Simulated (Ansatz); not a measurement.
# Structure types of Al compared at 230 GPa

Structure types of Al are relaxed in primitive cells with their symmetry kept at 230 GPa, first on PAW files, then by LAPW. The enthalpy is E + pV at zero temperature, without zero-point motion. Only the types listed were tried, and differences under about 5 meV/atom are mesh noise. The real phase may be another.

All numbers are PBE results (scalar-relativistic) from Ansatz 0.2.0, with Fermi–Dirac smearing of 0.08 eV, no spin polarisation. Methods: LAPW: all electrons, basis error target 0.5 meV/atom; PAW: frozen-core files, cutoff 420 eV.

k meshes: fcc 20×20×20, bcc 21×21×21, hcp 19×19×11, diamond 15×15×15, beta tin 20×20×20, sc 18×18×18.

```csv
start type,ends as,"a, b, c (Å)",V (Å³/atom),"H − H(lowest), LAPW (meV/atom)"
fcc,"fcc, Fm-3m","3.207, 3.207, 3.207",8.25,?
bcc,"bcc, Im-3m","2.535, 2.535, 2.535",8.14,50.7
hcp,"hcp, P6_3/mmc","2.267, 2.267, 3.681",8.19,0.0
diamond,"diamond, Fd-3m","4.347, 4.347, 4.347",10.27,6142.2
beta tin,"beta tin, I4_1/amd","4.018, 4.018, 2.128",8.59,?
sc,"sc, Pm-3m","2.074, 2.074, 2.074",8.92,2240.4
```

**Question.** Give the missing entry: row "beta tin", column "H − H(lowest), LAPW (meV/atom)".

**Answer.** 1508.3.

**Question.** Give the missing entry: row "fcc", column "H − H(lowest), LAPW (meV/atom)".

**Answer.** 21.4.

**Question.** Split the lead of hcp over fcc into energy and pV.

**Answer.** For fcc less hcp: ΔE = -60.8 meV/atom, and p·ΔV = 230 GPa × +0.0573 Å³ × 6.242 meV/(GPa·Å³) = +82.2 meV/atom, together 21.4 meV/atom. hcp wins by its smaller volume, against the internal energy.
